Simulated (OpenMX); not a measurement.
**Te2Mo: band structure with LDA**

The system is Te2Mo, a slab with vacuum.

```
Te Mo
1.0
     6.36161    0.00000    0.00000
     0.00000    3.48040    0.00000
    -0.08574    0.00000   36.17589
Te Mo
4 2
Cartesian
  2.6844 2.6103 19.5604
  3.5915 0.8701 16.6155
  5.8104 0.8701 20.1329
  0.4655 2.6103 16.0430
  1.1110 0.8701 17.9963
  5.1649 2.6103 18.1796
```

```
Program             : OpenMX 3.8.5
Task                : band structure
Functional          : LDA
Potentials or basis : OpenMX 2013 LDA set, Te7.0-s3p2d2f1, Mo7.0-s3p2d2, grid cutoff 500 Ry
k mesh              : 5 × 9 × 1
Occupations         : fermi-dirac, width 0.05 eV
Spin                : no spin polarisation
Mixing scheme       : rmm-diisk
SCF threshold       : 1e-08 Ha
Solver              : band
Max SCF cycles      : 100
```

* Largest force: 0.176 eV/Å
* Band gap along the path: none (metal or under the smearing width)
* Mulliken charges: Te -0.32, -0.35; Mo +0.67 e

Forces on the atoms (eV/Å):
```
Te   0.011  0.000 -0.176
Te  -0.011  0.000  0.176
Te   0.009  0.000  0.049
Te  -0.009  0.000 -0.049
Mo  -0.040  0.000  0.028
Mo   0.040  0.000 -0.028
```

Levels at the corners of the path, in eV from the Fermi level:
```tsv
point	band 42	band 43	band 44	band 45	band 46	band 47	band 48	band 49	band 50	band 51
Γ	-1.28	-0.95	-0.62	-0.29	0.15	0.60	1.06	1.72	2.16	2.23
Y	-1.28	-0.95	-0.62	-0.29	0.15	0.60	1.06	1.72	2.16	2.23
H	-1.33	-1.26	-0.80	-0.80	-0.67	0.08	1.06	1.50	1.83	2.81
C	-1.33	-1.26	-0.80	-0.80	-0.67	0.08	1.06	1.50	1.83	2.81
E	-2.28	-1.74	-1.74	-0.84	-0.84	1.02	1.02	1.90	1.90	2.31
M1	-2.28	-1.74	-1.74	-0.84	-0.84	1.02	1.02	1.90	1.90	2.31
A	-2.28	-1.74	-1.74	-0.84	-0.84	1.02	1.02	1.90	1.90	2.31
X	-1.33	-1.26	-0.80	-0.80	-0.67	0.08	1.06	1.50	1.83	2.81
H1|M	-1.33	-1.26	-0.80	-0.80	-0.67	0.08	1.06	1.50	1.83	2.81
D	-2.57	-1.60	-1.60	-1.40	-1.40	1.11	1.11	1.41	1.41	2.02
Z|Y	-2.57	-1.60	-1.60	-1.40	-1.40	1.11	1.11	1.41	1.41	2.02
D	-2.57	-1.60	-1.60	-1.40	-1.40	1.11	1.11	1.41	1.41	2.02
```

Run time: 4 min on 1 thread of Arm Neoverse V2 (shared host), peak memory 3.5 GiB.

Caveat: Mulliken charges move with the basis; spin-orbit coupling is left out, which moves the levels of the heavy elements; the basis of atomic orbitals isn't converged, which shifts pressures, moduli and gaps.
